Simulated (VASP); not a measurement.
# MgS (F-43m) in VASP: electric field gradients with r2SCAN

Aim: the electric field gradients of MgS with r2SCAN.

All numbers are computed with VASP 6.6.1; they aren't measurements. Logs are shortened: lines on timing, memory, paths and dates and some standing lists are left out, and cuts for length are marked.

## Step 1: The structure

Symmetry: F-43m, No. 216, cubic system. The conventional cell has a = 5.697 Å, b = 5.697 Å, c = 5.697 Å, α = 90.00°, β = 90.00°, γ = 90.00°. Mg (site symmetry -43m) is surrounded by 4 S at 2.47 Å. Around S (site symmetry -43m) lie 4 Mg at 2.47 Å.

The cell comes from a database or a generator and needn't be the stable form of this composition.

## Step 2: Electric field gradients, r2SCAN

POSCAR reads:

```
MgS
1.0
    0.0000000000      2.8483745724      2.8483745724
    2.8483745724      0.0000000000      2.8483745724
    2.8483745724      2.8483745724      0.0000000000
Mg S
1 1
Direct
    0.0000000000      0.0000000000      0.0000000000
    0.2500000000      0.2500000000      0.2500000000
```

INCAR.step1 reads:

```
PREC = Accurate ; ENCUT = 520
ISMEAR = -1 ; SIGMA = 0.05
LREAL = F ; LASPH = T
NELM = 100 ; NBANDS = 11
GGA = PE ; ALGO = Normal
EDIFF = 1E-4 ; LWAVE = T
LCHARG = F
```

INCAR.step2 reads:

```
PREC = Accurate ; ENCUT = 520
EDIFF = 1E-8 ; ISMEAR = -1
SIGMA = 0.05 ; LREAL = F
LASPH = T ; NELM = 100
ALGO = Normal ; ISIF = 2
LWAVE = F ; LCHARG = F
METAGGA = R2SCAN ; LMIXTAU = T
LEFG = T ; NBANDS = 11
ISTART = 1
```

KPOINTS reads:

```
regular mesh
0
Gamma
  13 13 13
```

Potentials or basis: VASP PAW PBE potentials, release 64 (Mg, S).

The run is started by

```console
> cat potpaw_PBE.64/Mg/POTCAR potpaw_PBE.64/S/POTCAR > POTCAR
> cp INCAR.step1 INCAR
> mpirun -np 1 vasp_std > vasp.out
> cp INCAR.step2 INCAR
> mpirun -np 1 vasp_std > vasp.out
```

OUTCAR:

```text
PREC = Accurate
   ENCUT = 520
   EDIFF = 1E-8
   ISMEAR = -1
   LREAL = F
   LASPH = T
   NELM = 100
   ISIF = 2
   METAGGA = R2SCAN
   ISTART = 1

 ion  position               nearest neighbor table
   1  0.000  0.000  0.000-   2 2.47   2 2.47   2 2.47   2 2.47
   2  0.250  0.250  0.250-   1 2.47   1 2.47   1 2.47   1 2.47

  LATTYP: Found a face centered cubic cell.
 ALAT       =     5.6967491448

  Lattice vectors:

 A1 = (   0.0000000000,   2.8483745724,   2.8483745724)
 A2 = (   2.8483745724,   0.0000000000,   2.8483745724)
 A3 = (   2.8483745724,   2.8483745724,   0.0000000000)

Analysis of symmetry for initial positions (statically):
=====================================================================
 Subroutine PRICEL returns:
 Original cell was already a primitive cell.

 Routine SETGRP: Setting up the symmetry group for a
 face centered cubic supercell.

 Subroutine GETGRP returns: Found 24 space group operations
 (whereof 24 operations were pure point group operations)
 out of a pool of 48 trial point group operations.

The static configuration has the point symmetry T_d .

Analysis of symmetry for dynamics (positions and initial velocities):
=====================================================================
 Subroutine PRICEL returns:
 Original cell was already a primitive cell.

 Routine SETGRP: Setting up the symmetry group for a
 face centered cubic supercell.

 Subroutine GETGRP returns: Found 24 space group operations
 (whereof 24 operations were pure point group operations)
 out of a pool of 48 trial point group operations.

The dynamic configuration has the point symmetry T_d .

 Subroutine INISYM returns: Found 24 space group operations
 (whereof 24 operations are pure point group operations),
 and found     1 'primitive' translations

----------------------------------------------------------------------------------------

                                     Primitive cell

  volume of cell :      46.2191

  direct lattice vectors                    reciprocal lattice vectors
     0.000000000  2.848374572  2.848374572    -0.175538711  0.175538711  0.175538711
     2.848374572  0.000000000  2.848374572     0.175538711 -0.175538711  0.175538711
     2.848374572  2.848374572  0.000000000     0.175538711  0.175538711 -0.175538711

  length of vectors
     4.028209951  4.028209951  4.028209951     0.304041966  0.304041966  0.304041966

  position of ions in fractional coordinates (direct lattice)
     0.000000000  0.000000000  0.000000000
     0.250000000  0.250000000  0.250000000

  ion indices of the primitive-cell ions
   primitive index   ion index
                 1           1
                 2           2

----------------------------------------------------------------------------------------

 KPOINTS: regular mesh

Automatic generation of k-mesh.
 Grid dimensions read from file:
 generate k-points for:   13   13   13

 Generating k-lattice:

  Cartesian coordinates                     Fractional coordinates (reciprocal lattice)
    -0.013502978  0.013502978  0.013502978     0.076923077  0.000000000  0.000000000
     0.013502978 -0.013502978  0.013502978     0.000000000  0.076923077  0.000000000
     0.013502978  0.013502978 -0.013502978     0.000000000  0.000000000  0.076923077

  Length of vectors
     0.023387844  0.023387844  0.023387844

  Shift w.r.t. Gamma in fractional coordinates (k-lattice)
     0.000000000  0.000000000  0.000000000

 Subroutine IBZKPT returns following result:
 ===========================================

 Found     84 irreducible k-points:

 Following reciprocal coordinates:
            Coordinates               Weight
  0.000000  0.000000  0.000000      1.000000
  0.076923  0.000000  0.000000      8.000000
  0.153846  0.000000  0.000000      8.000000
  0.230769  0.000000  0.000000      8.000000
  0.307692  0.000000  0.000000      8.000000
  0.384615  0.000000  0.000000      8.000000
[... 16 lines left out ...]
  0.384615  0.153846  0.000000     24.000000
  0.461538  0.153846  0.000000     24.000000
 [... further k-points ...]
   k-points           NKPTS =     84   k-points in BZ     NKDIM =     84   number of bands    NBANDS=     11
   number of dos      NEDOS =    301   number of ions     NIONS =      2
   total plane-waves  NPLWV =  27000
   dimension x,y,z NGX =    30 NGY =   30 NGZ =   30
   dimension x,y,z NGXF=    60 NGYF=   60 NGZF=   60
   ions per type =               1   1
   NGX,Y,Z   is equivalent  to a cutoff of  12.38, 12.38, 12.38 a.u.
   NGXF,Y,Z  is equivalent  to a cutoff of  24.76, 24.76, 24.76 a.u.
 SYSTEM =  unknown system
   PREC   = accura    normal or accurate (medium, high low for compatibility)
   ISTART =      1    job   : 0-new  1-cont  2-samecut
   ICHARG =      0    charge: 1-file 2-atom 10-const
   ISPIN  =      1    spin polarized calculation?
   LNONCOLLINEAR =      F non collinear calculations
   LSORBIT =      F    spin-orbit coupling
   LASPH  =      T    aspherical Exc in radial PAW
   ENCUT  =  520.0 eV  38.22 Ry    6.18 a.u.   7.49  7.49  7.49*2*pi/ulx,y,z
   NELM   =    100;   NELMIN=  2; NELMDL=  0     # of ELM steps
   EDIFF  = 0.1E-07   stopping-criterion for ELM
   LREAL  =      F    real-space projection
   EDIFFG = 0.1E-06   stopping-criterion for IOM
   NSW    =      0    number of steps for IOM
   IBRION =     -1    ionic relax: 0-MD 1-quasi-New 2-CG
   NFREE  =      0    steps in history (QN), initial steepest desc. (CG)
   ISIF   =      2    stress and relaxation
   ISYM   =      2    0-nonsym 1-usesym 2-fastsym
   POTIM  = 0.5000    time-step for ionic-motion
   TEBEG  =    0.0;   TEEND  =   0.0 temperature during run
   PSTRESS=    0.0 pullay stress
   NELECT =       8.0000    total number of electrons
   NUPDOWN=      -1.0000    fix difference up-down
   EMIN   =  10.00;   EMAX   =-10.00  energy-range for DOS
   EFERMI =   0.00;   METHOD = LEGACY
   ISMEAR =    -1;   SIGMA  =   0.05  broadening in eV -4-tet -1-fermi 0-gaus
   EFERMI_NEDOS =   21; number of points for ismear=-14 and -15
   IALGO  =     38    algorithm
   IMIX   =      4    mixing-type and parameters
     AMIX     =   0.40;   BMIX     =  1.00
     AMIX_MAG =   1.60;   BMIX_MAG =  1.00
  volume/ion in A,a.u.               =      23.11       155.95
  Fermi-wavevector in a.u.,A,eV,Ry     =   0.912356  1.724103 11.325404  0.832394
  Thomas-Fermi vector in A             =   2.036742
   LORBIT       =      0    0 simple, 1 ext, 2 COOP (PROOUT), +10 PAW based schemes
   METAGGA = R2SCAN    functional components
   LHFCALC =     F    Hartree Fock is set to
   AEXX    =    0.0000 exact exchange contribution
   IVDW    =     0    specifies the selected vdW correction
   LEPSILON=     F    determine dielectric tensor
   LRPA    =     F    only Hartree local field effects (RPA)
 non-spin polarized calculation
  energy-cutoff  :      520.00
  volume of cell :       46.22
 maximum number of plane-waves:      1266
 NGX is ok and might be reduce to    30
   NGX = 15   NGY = 15   NGZ = 15

 number of electron       8.0000001 magnetization

 Free energy of the ion-electron system (eV)
  ---------------------------------------------------
  ext. energy  EPLUGINS =         0.00000000
  ---------------------------------------------------
  free energy    TOTEN  =       -15.44648632 eV

  energy without entropy =      -15.44648632  energy(sigma->0) =      -15.44648632

 E-fermi :   1.6994     XC(G=0):  -8.7026

 val. band max:        0.6560089628   @ k =   0.0000   0.0000   0.0000
 cond. band min:       4.6874261063   @ k =   0.0000   0.0000   0.0000
 fundamental gap:      4.0314171435
 Fermi energy:         1.6994439973

 k-point     1 :       0.0000    0.0000    0.0000
  band No.  band energies     occupation
      1     -11.0215      2.00000
      2       0.6560      2.00000
      3       0.6560      2.00000
      4       0.6560      2.00000
      5       4.6874      0.00000
      6       9.2014      0.00000
      7       9.2014      0.00000
      8       9.2014      0.00000
      9      12.0718      0.00000
     10      12.0718      0.00000
     11      15.1996      0.00000
[... 309 lines left out ...]
 k-point    24 :       0.4615    0.1538    0.0000
  band No.  band energies     occupation
      1     -10.3450      2.00000
      2      -2.0981      2.00000
      3      -0.1220      2.00000
      4       0.1416      2.00000
      5       6.8580      0.00000
      6       8.0576      0.00000
      7       9.6329      0.00000
      8       9.7750      0.00000
      9      12.8073      0.00000
     10      14.6372      0.00000
     11      15.1529      0.00000

 [... further k-points ...]

------------------------ aborting loop because EDIFF is reached ----------------------------------------

  FORCE on cell =-STRESS in cart. coord.  units (eV):
  Direction    XX          YY          ZZ          XY          YZ          ZX
  --------------------------------------------------------------------------------------
  -------------------------------------------------------------------------------------
  Total       -0.3874565     -0.3874565     -0.3874565      0.0000000      0.0000000      0.0000000
  in kB      -13.4311208    -13.4311208    -13.4311208      0.0000000      0.0000000      0.0000000
  external PRESSURE =     -13.4311208 kB  Pullay stress =       0.0000000 kB

 VOLUME and BASIS-vectors are now :
 -----------------------------------------------------------------------------
  energy-cutoff  :      520.00
  volume of cell :       46.22
      direct lattice vectors                 reciprocal lattice vectors
     0.000000000  2.848374572  2.848374572    -0.175538711  0.175538711  0.175538711
     2.848374572  0.000000000  2.848374572     0.175538711 -0.175538711  0.175538711
     2.848374572  2.848374572  0.000000000     0.175538711  0.175538711 -0.175538711

 POSITION                                       TOTAL-FORCE (eV/Angst)
 -----------------------------------------------------------------------------------
      0.00000      0.00000      0.00000        -0.000000     -0.000000     -0.000000
      1.42419      1.42419      1.42419         0.000000      0.000000      0.000000
 -----------------------------------------------------------------------------------
    total drift:                               -0.000002     -0.000002     -0.000002

  FREE ENERGIE OF THE ION-ELECTRON SYSTEM (eV)
  ---------------------------------------------------
  free  energy   TOTEN  =       -15.4464863167 eV

  energy  without entropy=      -15.4464863167  energy(sigma->0) =      -15.44648632

 Electric field gradients (V/A^2)
---------------------------------------------------------------------
 ion       V_xx      V_yy      V_zz      V_xy      V_xz      V_yz
---------------------------------------------------------------------
   1       0.000     0.000    -0.000    -0.000    -0.000    -0.000
   2      -0.000    -0.000    -0.000    -0.000    -0.000    -0.000
---------------------------------------------------------------------

 Electric field gradients after diagonalization (V/A^2)
 (convention: |V_zz| > |V_xx| > |V_yy|)
----------------------------------------------------------------------
 ion       V_xx      V_yy      V_zz     asymmetry (V_yy - V_xx)/ V_zz
----------------------------------------------------------------------
   1       0.000     0.000    -0.000       0.000
   2       0.000     0.000    -0.001       0.000
----------------------------------------------------------------------

           NMR quadrupolar parameters

 Cq : quadrupolar parameter    Cq=e*Q*V_zz/h
 eta: asymmetry parameters     (V_yy - V_xx)/ V_zz
 Q  : nuclear electric quadrupole moment in mb (millibarn)
----------------------------------------------------------------------
 ion       Cq(MHz)       eta       Q (mb)
----------------------------------------------------------------------
   1      -0.000       0.000       1.000
   2      -0.000       0.000       1.000
----------------------------------------------------------------------
```

Wall time 2.2 min (1 thread of Intel Xeon Platinum 8488C (Sapphire Rapids), shared host); peak memory 0.19 GiB.

Results:

* Free energy: -15.4465 eV
* Pressure: -1.3 GPa
* Band gap on the k mesh: 4.03 eV, direct

Electric field gradients, principal values (V/Å²):
| atom | Vxx | Vyy | Vzz |
| --- | --- | --- | --- |
| 1 Mg | 0.000 | 0.000 | 0.000 |
| 2 S | 0.000 | 0.000 | -0.001 |

Caveat: the PAW data sets were made with another functional, which shifts forces and pressure a little; an odd mesh through Γ misses points on the zone boundary, where band edges often lie. r2SCAN opens gaps a little over a GGA but as a rule still falls short of measured ones.
